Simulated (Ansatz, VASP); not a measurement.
**One calculation of MgS, two programs**

INCAR

```
PREC     = Accurate       # precision mode
ENCUT    = 520            # plane-wave cutoff, eV
EDIFF    = 1E-7           # SCF threshold, eV
ISMEAR   = 0              # smearing method
SIGMA    = 0.05           # smearing width, eV
LREAL    = False          # projectors in reciprocal space
LASPH    = True           # aspherical terms in the spheres
NELM     = 100            # most SCF steps
ALGO     = Normal         # electronic algorithm
ISIF     = 2              # what is computed and relaxed
LWAVE    = False          # write WAVECAR
LCHARG   = False          # write CHGCAR
GGA      = PS             # functional
NBANDS   = 11             # bands
```

Contents of KPOINTS:

```
Automatic mesh
0
Gamma
  8 8 8
```

POSCAR

```
MgS
1.0
    0.0000000000      2.6016500000      2.6016500000
    2.6016500000      0.0000000000      2.6016500000
    2.6016500000      2.6016500000      0.0000000000
Mg S
1 1
Direct
    0.0000000000      0.0000000000      0.0000000000
    0.5000000000      0.5000000000      0.5000000000
```

Input for Ansatz:

```yaml
crystal:
  lattice:
    - [0.0, 2.60165, 2.60165]
    - [2.60165, 0.0, 2.60165]
    - [2.60165, 2.60165, 0.0]
  atoms:
    - { symbol: Mg, position: [0.0, 0.0, 0.0] }
    - { symbol: S, position: [0.5, 0.5, 0.5] }
basis:
  ecutwfc: 420
kpoints:
  mp_grid: { grid: [8, 8, 8] }
hamiltonian:
  xc: pbesol
scf:
  occupations: { method: gaussian, width: 0.05 }
output:
  forces: true
  stress: true
  eigenvalues: true
```

Alike in both runs: task single point; functional PBEsol; k mesh 8 × 8 × 8; occupations gaussian, width 0.05 eV; no spin polarisation.

```csv
,VASP,Ansatz
version,VASP 6.6.1,Ansatz 0.2.0
potentials or method,"VASP PAW PBE potentials, release 64 (Mg, S)","scalar-relativistic, plane waves, PAW"
plane-wave cutoff (eV),520,420
valence electrons in the cell,8,16
```

VASP gave:

- gap on the k mesh at the Fermi level (eV): 2.70
- least direct gap on the mesh (eV): 3.59
- pressure (GPa): -1.1

Problem. Estimate Ansatz's values.

Solution. gap on the k mesh at the Fermi level (eV): 2.70; least direct gap on the mesh (eV): 3.59; pressure (GPa): -0.9.

The two sets of potentials don't hold the same shells in valence.

Caveats: the PAW data sets were made with another functional, which shifts forces and pressure a little (VASP). A hybrid or GW would open this gap; PBEsol tends to underestimate it. A k mesh can miss the band edges.
